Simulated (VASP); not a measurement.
# InP (F-43m) in VASP: a series of runs

Aim: see how the results for InP move with the level of theory and the settings. Levels: PBEsol+D4, SVWN5, revPBE+D4. Tasks: single point.

All numbers are computed with VASP 6.6.1; they aren't measurements. Logs are shortened: lines on timing, memory, paths and dates and some standing lists are left out, and cuts for length are marked.

**The experiment to reproduce.**

From a printed reference work, data compilation, for a bulk crystal of InP at 1.6 K: band gap 1.4236 eV (direct).

How close the calculation comes is told below.

### 1 The cell of the first run

The structure is cubic, space group F-43m (No. 216). The conventional cell has a = 5.822 Å, b = 5.822 Å, c = 5.822 Å, α = 90.00°, β = 90.00°, γ = 90.00°. Within 3.3 Å of In (site symmetry -43m) lie 4 P at 2.52 Å. Within 3.3 Å of P (site symmetry -43m) lie 4 In at 2.52 Å.

### 2 Single point, PBEsol+D4

Input file INCAR:

```
  PREC = Accurate
  ENCUT = 520
  EDIFF = 1E-6
  ISMEAR = -1
  SIGMA = 0.05
  LREAL = False
  LASPH = True
  NELM = 60
  ALGO = Normal
  ISIF = 2
  LWAVE = False
  LCHARG = True
  GGA = PS
  IVDW = 13
  LELF = True
  LVHAR = True
  NBANDS = 16
```

Input file KPOINTS:

```
Automatic mesh
0
Gamma
  8 8 8
```

Input file POSCAR:

```
InP
1.0
    0.0000000000      2.9108316221      2.9108316221
    2.9108316221      0.0000000000      2.9108316221
    2.9108316221      2.9108316221      0.0000000000
In P
1 1
Direct
    0.0000000000      0.0000000000      0.0000000000
    0.7500000000      0.7500000000      0.7500000000
```

Potentials or basis: VASP PAW PBE potentials, release 64 (In_d, P).

Run with:

```
$ cat potpaw_PBE.64/In_d/POTCAR potpaw_PBE.64/P/POTCAR > POTCAR
$ mpirun -np 1 vasp_std > vasp.out
```

OUTCAR:

```text
PREC = Accurate
   ENCUT = 520
   EDIFF = 1E-6
   ISMEAR = -1
   LREAL = False
   LASPH = True
   NELM = 60
   ISIF = 2
   GGA = PS
   IVDW = 13

 ion  position               nearest neighbor table
   1  0.000  0.000  0.000-   2 2.52   2 2.52   2 2.52   2 2.52
   2  0.750  0.750  0.750-   1 2.52   1 2.52   1 2.52   1 2.52

  LATTYP: Found a face centered cubic cell.
 ALAT       =     5.8216632442

  Lattice vectors:

 A1 = (   0.0000000000,   2.9108316221,   2.9108316221)
 A2 = (   2.9108316221,   0.0000000000,   2.9108316221)
 A3 = (   2.9108316221,   2.9108316221,   0.0000000000)

Analysis of symmetry for initial positions (statically):
=====================================================================
 Subroutine PRICEL returns:
 Original cell was already a primitive cell.

 Routine SETGRP: Setting up the symmetry group for a
 face centered cubic supercell.

 Subroutine GETGRP returns: Found 24 space group operations
 (whereof 24 operations were pure point group operations)
 out of a pool of 48 trial point group operations.

The static configuration has the point symmetry T_d .

Analysis of symmetry for dynamics (positions and initial velocities):
=====================================================================
 Subroutine PRICEL returns:
 Original cell was already a primitive cell.

 Routine SETGRP: Setting up the symmetry group for a
 face centered cubic supercell.

 Subroutine GETGRP returns: Found 24 space group operations
 (whereof 24 operations were pure point group operations)
 out of a pool of 48 trial point group operations.

The dynamic configuration has the point symmetry T_d .

 Subroutine INISYM returns: Found 24 space group operations
 (whereof 24 operations are pure point group operations),
 and found     1 'primitive' translations

----------------------------------------------------------------------------------------

                                     Primitive cell

  volume of cell :      49.3266

  direct lattice vectors                    reciprocal lattice vectors
     0.000000000  2.910831622  2.910831622    -0.171772217  0.171772217  0.171772217
     2.910831622  0.000000000  2.910831622     0.171772217 -0.171772217  0.171772217
     2.910831622  2.910831622  0.000000000     0.171772217  0.171772217 -0.171772217

  length of vectors
     4.116537558  4.116537558  4.116537558     0.297518207  0.297518207  0.297518207

  position of ions in fractional coordinates (direct lattice)
     0.000000000  0.000000000  0.000000000
     0.750000000  0.750000000  0.750000000

  ion indices of the primitive-cell ions
   primitive index   ion index
                 1           1
                 2           2

----------------------------------------------------------------------------------------

 KPOINTS: Automatic mesh

Automatic generation of k-mesh.
 Grid dimensions read from file:
 generate k-points for:    8    8    8

 Generating k-lattice:

  Cartesian coordinates                     Fractional coordinates (reciprocal lattice)
    -0.021471527  0.021471527  0.021471527     0.125000000  0.000000000  0.000000000
     0.021471527 -0.021471527  0.021471527     0.000000000  0.125000000  0.000000000
     0.021471527  0.021471527 -0.021471527     0.000000000  0.000000000  0.125000000

  Length of vectors
     0.037189776  0.037189776  0.037189776

  Shift w.r.t. Gamma in fractional coordinates (k-lattice)
     0.000000000  0.000000000  0.000000000

 Subroutine IBZKPT returns following result:
 ===========================================

 Found     29 irreducible k-points:

 Following reciprocal coordinates:
            Coordinates               Weight
  0.000000  0.000000  0.000000      1.000000
  0.125000  0.000000  0.000000      8.000000
  0.250000  0.000000  0.000000      8.000000
  0.375000  0.000000  0.000000      8.000000
  0.500000  0.000000  0.000000      4.000000
  0.125000  0.125000  0.000000      6.000000
[... 16 lines left out ...]
  0.500000  0.250000  0.125000     48.000000
 -0.375000  0.250000  0.125000     24.000000
 [... further k-points ...]
   k-points           NKPTS =     29   k-points in BZ     NKDIM =     29   number of bands    NBANDS=     16
   number of dos      NEDOS =    301   number of ions     NIONS =      2
   total plane-waves  NPLWV =  32768
   dimension x,y,z NGX =    32 NGY =   32 NGZ =   32
   dimension x,y,z NGXF=    64 NGYF=   64 NGZF=   64
   ions per type =               1   1
   NGX,Y,Z   is equivalent  to a cutoff of  12.92, 12.92, 12.92 a.u.
   NGXF,Y,Z  is equivalent  to a cutoff of  25.85, 25.85, 25.85 a.u.
 SYSTEM =  unknown system
   PREC   = accura    normal or accurate (medium, high low for compatibility)
   ISTART =      0    job   : 0-new  1-cont  2-samecut
   ICHARG =      2    charge: 1-file 2-atom 10-const
   ISPIN  =      1    spin polarized calculation?
   LNONCOLLINEAR =      F non collinear calculations
   LSORBIT =      F    spin-orbit coupling
   LASPH  =      T    aspherical Exc in radial PAW
   ENCUT  =  520.0 eV  38.22 Ry    6.18 a.u.   7.65  7.65  7.65*2*pi/ulx,y,z
   NELM   =     60;   NELMIN=  2; NELMDL= -5     # of ELM steps
   EDIFF  = 0.1E-05   stopping-criterion for ELM
   LREAL  =      F    real-space projection
   EDIFFG = 0.1E-04   stopping-criterion for IOM
   NSW    =      0    number of steps for IOM
   IBRION =     -1    ionic relax: 0-MD 1-quasi-New 2-CG
   NFREE  =      0    steps in history (QN), initial steepest desc. (CG)
   ISIF   =      2    stress and relaxation
   ISYM   =      2    0-nonsym 1-usesym 2-fastsym
   POTIM  = 0.5000    time-step for ionic-motion
   TEBEG  =    0.0;   TEEND  =   0.0 temperature during run
   PSTRESS=    0.0 pullay stress
   NELECT =      18.0000    total number of electrons
   NUPDOWN=      -1.0000    fix difference up-down
   EMIN   =  10.00;   EMAX   =-10.00  energy-range for DOS
   EFERMI =   0.00;   METHOD = LEGACY
   ISMEAR =    -1;   SIGMA  =   0.05  broadening in eV -4-tet -1-fermi 0-gaus
   EFERMI_NEDOS =   21; number of points for ismear=-14 and -15
   IALGO  =     38    algorithm
   IMIX   =      4    mixing-type and parameters
     AMIX     =   0.40;   BMIX     =  1.00
     AMIX_MAG =   1.60;   BMIX_MAG =  1.00
  volume/ion in A,a.u.               =      24.66       166.44
  Fermi-wavevector in a.u.,A,eV,Ry     =   1.169873  2.210739 18.620961  1.368602
  Thomas-Fermi vector in A             =   2.306339
   LORBIT       =      0    0 simple, 1 ext, 2 COOP (PROOUT), +10 PAW based schemes
   GGA     = PS    functional components
   LHFCALC =     F    Hartree Fock is set to
   AEXX    =    0.0000 exact exchange contribution
   IVDW    =    13    specifies the selected vdW correction
   LEPSILON=     F    determine dielectric tensor
   LRPA    =     F    only Hartree local field effects (RPA)
 non-spin polarized calculation
  energy-cutoff  :      520.00
  volume of cell :       49.33
 maximum number of plane-waves:      1363
   NGX = 15   NGY = 15   NGZ = 15

 number of electron      17.9999997 magnetization

 Free energy of the ion-electron system (eV)
  ---------------------------------------------------
  ext. energy  EPLUGINS =         0.00000000
  ---------------------------------------------------
  free energy    TOTEN  =        -9.14531083 eV

  energy without entropy =       -9.14530640  energy(sigma->0) =       -9.14530862

 E-fermi :   5.7083     XC(G=0):  -9.5684

 val. band max:        5.3162709807   @ k =   0.0000   0.0000   0.0000
 cond. band min:       6.0391193826   @ k =   0.0000   0.0000   0.0000
 fundamental gap:      0.7228484020
 Fermi energy:         5.7083014496

 k-point     1 :       0.0000    0.0000    0.0000
  band No.  band energies     occupation
      1      -8.8777      2.00000
      2      -8.8777      2.00000
      3      -8.8777      2.00000
      4      -8.7125      2.00000
      5      -8.7125      2.00000
      6      -6.3737      2.00000
[... 8 lines left out ...]
     15      14.7790      0.00000
     16      14.7790      0.00000

 k-point     2 :       0.1250    0.0000    0.0000
  band No.  band energies     occupation
      1      -8.8990      2.00000
      2      -8.8695      2.00000
      3      -8.8695      2.00000
      4      -8.7125      2.00000
      5      -8.7125      2.00000
      6      -6.1874      2.00000
[... 8 lines left out ...]
     15      14.0904      0.00000
     16      14.5621      0.00000

 k-point     3 :       0.2500    0.0000    0.0000
  band No.  band energies     occupation
      1      -8.9474      2.00000
      2      -8.8523      2.00000
      3      -8.8523      2.00000
      4      -8.7098      2.00000
      5      -8.7098      2.00000
      6      -5.6664      2.00000
[... 8 lines left out ...]
     15      13.8576      0.00000
     16      14.2983      0.00000

 k-point     4 :       0.3750    0.0000    0.0000
  band No.  band energies     occupation
      1      -8.9921      2.00000
      2      -8.8393      2.00000
      3      -8.8393      2.00000
      4      -8.7024      2.00000
      5      -8.7024      2.00000
      6      -4.9628      2.00000
[... 8 lines left out ...]
     15      14.8180      0.00000
     16      14.8180      0.00000
[... 324 lines left out ...]
 k-point    22 :       0.3750    0.2500    0.1250
  band No.  band energies     occupation
      1      -8.9884      2.00000
      2      -8.8313      2.00000
      3      -8.8243      2.00000
      4      -8.7298      2.00000
      5      -8.6960      2.00000
      6      -5.2340      2.00000
[... 8 lines left out ...]
     15      15.5169      0.00000
     16      16.9333      0.00000

 k-point    23 :       0.5000    0.2500    0.1250
  band No.  band energies     occupation
      1      -9.0144      2.00000
      2      -8.8257      2.00000
      3      -8.8085      2.00000
      4      -8.7256      2.00000
      5      -8.6958      2.00000
      6      -4.5876      2.00000
[... 8 lines left out ...]
     15      16.1600      0.00000
     16      16.7041      0.00000

 k-point    24 :      -0.3750    0.2500    0.1250
  band No.  band energies     occupation
      1      -9.0238      2.00000
      2      -8.8251      2.00000
      3      -8.8031      2.00000
      4      -8.7190      2.00000
      5      -8.6985      2.00000
      6      -4.2209      2.00000
[... 8 lines left out ...]
     15      15.9660      0.00000
     16      16.6671      0.00000

 [... further k-points ...]

------------------------ aborting loop because EDIFF is reached ----------------------------------------

  DFT-D4 for vdW energy calculation

  Edisp (eV):   -0.40385

  FORCE on cell =-STRESS in cart. coord.  units (eV):
  Direction    XX          YY          ZZ          XY          YZ          ZX
  --------------------------------------------------------------------------------------
  -------------------------------------------------------------------------------------
  Total       0.24876     0.24876     0.24876     0.00000     0.00000    -0.00000
  in kB       8.07985     8.07985     8.07985     0.00000     0.00000    -0.00000
  external pressure =        8.08 kB  Pullay stress =        0.00 kB

 VOLUME and BASIS-vectors are now :
 -----------------------------------------------------------------------------
  energy-cutoff  :      520.00
  volume of cell :       49.33
      direct lattice vectors                 reciprocal lattice vectors
     0.000000000  2.910831622  2.910831622    -0.171772217  0.171772217  0.171772217
     2.910831622  0.000000000  2.910831622     0.171772217 -0.171772217  0.171772217
     2.910831622  2.910831622  0.000000000     0.171772217  0.171772217 -0.171772217

 POSITION                                       TOTAL-FORCE (eV/Angst)
 -----------------------------------------------------------------------------------
      0.00000      0.00000      0.00000        -0.000000     -0.000000     -0.000000
      4.36625      4.36625      4.36625         0.000000      0.000000      0.000000
 -----------------------------------------------------------------------------------
    total drift:                               -0.000000     -0.000000     -0.000000

  FREE ENERGIE OF THE ION-ELECTRON SYSTEM (eV)
  ---------------------------------------------------
  free  energy   TOTEN  =        -9.5491596865 eV

  energy  without entropy=       -9.5491552631  energy(sigma->0) =       -9.54915747
```

Wall time 14 s (1 thread of AMD EPYC 9R45 (Zen 5), shared host); peak memory 0.15 GiB.

What came out:

- Free energy: -9.5492 eV
- Pressure: 0.8 GPa
- Band gap on the k mesh: 0.72 eV, direct
- Dispersion energy per atom: -0.202 eV

Caveat: the PAW data sets were made with another functional, which shifts forces and pressure a little; spin-orbit coupling is left out, which moves the levels of the heavy elements.

(Part 1 of 2 ends here.)
